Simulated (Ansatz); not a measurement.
MgO (h-MgO type) at its r2SCAN geometry, in the PAW code Ansatz. The base run uses PBE on a modest mesh; each further run changes one setting, sensibly or not. Doubtful ones may also carry a cap on iterations. All numbers are computed, and spin polarisation is off unless an edit sets a moment.

Base input:
```yaml
crystal:
  lattice:
    - [3.484019785, 0.0, 0.0]
    - [-1.7420098925, 3.0172496411, 0.0]
    - [0.0, 0.0, 4.185320444]
  atoms:
    - { symbol: Mg, position: [0.3333333333, 0.6666666667, 0.25] }
    - { symbol: Mg, position: [0.6666666667, 0.3333333333, 0.75] }
    - { symbol: O, position: [0.6666666667, 0.3333333333, 0.25] }
    - { symbol: O, position: [0.3333333333, 0.6666666667, 0.75] }
kpoints:
  mp_grid: { grid: [6, 6, 4] }
hamiltonian:
  xc: pbe
scf:
  occupations: { method: fixed }
  n_extra_bands: 5
output:
  forces: true
  stress: true
  eigenvalues: true
```

Base results:
```
Basis set: ecut = 420 eV, 823 PW (Γ)
Symmetry: 24 space group operations
Space group: P63/mmc (ITA 194)
k-points: 21 of 144
SCF converged after 6 iterations
Free energy (F): -4988.118742 eV
Fermi energy:    6.212089 eV
--- Stress (GPa, compression-positive) ---
        4.261391       0.000000       0.000000
        0.000000       4.261391       0.000000
        0.000000       0.000000       4.886904
  P = ⅓ Tr σ = 4.4699 GPa (44.699 kbar)
--- Band table (eV; the first three rows and the last of 21) ---
  k-point 0: bands = […, 2.5933, 4.4876, 4.4876, 5.4045, 5.4045, 6.2121, 9.6624, 15.7134, 18.4543, 18.8010, …]
  k-point 1: bands = […, 2.8742, 4.6118, 4.6118, 5.2313, 5.2603, 5.2603, 10.7420, 14.6705, 18.6755, 18.6755, …]
  k-point 2: bands = […, 3.7931, 3.7931, 4.9265, 4.9265, 4.9265, 4.9265, 12.6896, 12.6896, 19.1604, 19.1604, …]
  k-point 20: bands = […, 2.6223, 2.6223, 3.7448, 3.7448, 5.8266, 5.8266, 14.3752, 14.3752, 17.1056, 17.1056, …]
```
The gap over this mesh is 3.450 eV.

Run as `ansatz run input.yaml --threads 4 --pin off --max-ram 3686MiB --backend cpu --events-out ev --progress --plain --runs-dir out`. It took 0.83 s on 4 threads of Arm Neoverse N1, with other jobs on the host, load about 0.9 per core; peak host memory 0.28 GiB.

Question: What happens with this change?
```yaml
scf:
  occupations: { method: tetrahedron }
```

Answer: Energy, stress and gap stay within 1 meV an atom, 0.1 GPa and 0.005 eV of the base.

One of the further runs printed
```
SCF converged after 6 iterations
Free energy (F): -4988.124980 eV
Internal energy: -4988.086813 eV  (E = F + TS)
E sigma→0 (E₀):  -4988.105897 eV
Entropy (-TS):   -0.038167 eV (-9.542 meV/atom)
Fermi energy:    8.812241 eV
--- Stress (GPa, compression-positive) ---
        4.409415       0.000000       0.000000
        0.000000       4.409415       0.000000
        0.000000       0.000000       5.001626
  P = ⅓ Tr σ = 4.6068 GPa (46.068 kbar)
--- Band table (eV; the first three rows and the last of 21) ---
  k-point 0: bands = […, 2.5879, 4.4821, 4.4821, 5.3988, 5.3988, 6.2050, 9.6575, 15.7107, 18.4478, 18.7989, …]
  k-point 1: bands = […, 2.8686, 4.6064, 4.6064, 5.2248, 5.2546, 5.2546, 10.7367, 14.6659, 18.6735, 18.6735, …]
  k-point 2: bands = […, 3.7872, 3.7872, 4.9209, 4.9209, 4.9209, 4.9209, 12.6842, 12.6842, 19.1585, 19.1585, …]
  k-point 20: bands = […, 2.6173, 2.6173, 3.7399, 3.7399, 5.8201, 5.8201, 14.3693, 14.3693, 17.1028, 17.1028, …]
```

Question: Which setting had been changed?
A. basis.ecutrho_ratio: 12
B. scf.occupations: fermi_dirac 0.5
C. basis.ecutwfc: 350
D. basis.ecutwfc: 200

Answer: B. The free energy moves by -1.6 meV an atom, the mean stress by +0.14 GPa and the gap on the mesh by +0.002 eV (to 3.453). The term −TS is -9.5 meV an atom. The width begins to be felt.

Question: What happens with this change?
```yaml
scf:
  occupations: { method: methfessel_paxton, width: 0.05 }
```

Answer: Energy, stress and gap stay within 1 meV an atom, 0.1 GPa and 0.005 eV of the base. The width is small against the gap, so it doesn't matter.

Question: Predict the outcome of this edit.
```yaml
scf:
  occupations: { method: gaussian, width: 0.05 }
```

Answer: Energy, stress and gap stay within 1 meV an atom, 0.1 GPa and 0.005 eV of the base. The width is small against the gap, so it doesn't matter.

Question: What happens with this change?
```yaml
scf:
  mixing: { ndim: 1 }
  max_iter: 99
```

Answer: It converges in 14 iterations against the base's 6. This key steers the way to the solution, not the solution: the results stay as they were.

Question: These lines are set or replaced. What follows?
```yaml
hamiltonian:
  xc: lda
```

Answer: The mean stress moves by -8.56 GPa and the gap on the mesh by -0.118 eV (to 3.333). It's another functional on the same cell, so totals aren't comparable.
```
SCF converged after 6 iterations
Free energy (F): -4919.800167 eV
Fermi energy:    5.826298 eV
--- Stress (GPa, compression-positive) ---
       -3.874792       0.000000       0.000000
        0.000000      -3.874792       0.000000
        0.000000       0.000000      -4.508692
  P = ⅓ Tr σ = -4.0861 GPa (-40.861 kbar)
--- Band table (eV; the first three rows and the last of 21) ---
  k-point 0: bands = […, 2.1475, 4.0798, 4.0798, 5.0122, 5.0122, 5.8263, 9.1591, 15.0553, 17.8686, 18.1150, …]
  k-point 1: bands = […, 2.4351, 4.2058, 4.2058, 4.8285, 4.8652, 4.8652, 10.2393, 14.0872, 17.9919, 17.9920, …]
  k-point 2: bands = […, 3.3712, 3.3712, 4.5255, 4.5255, 4.5255, 4.5255, 12.1623, 12.1623, 18.4755, 18.4755, …]
  k-point 20: bands = […, 2.1705, 2.1705, 3.3097, 3.3097, 5.4370, 5.4370, 13.8051, 13.8051, 16.5044, 16.5044, …]
```
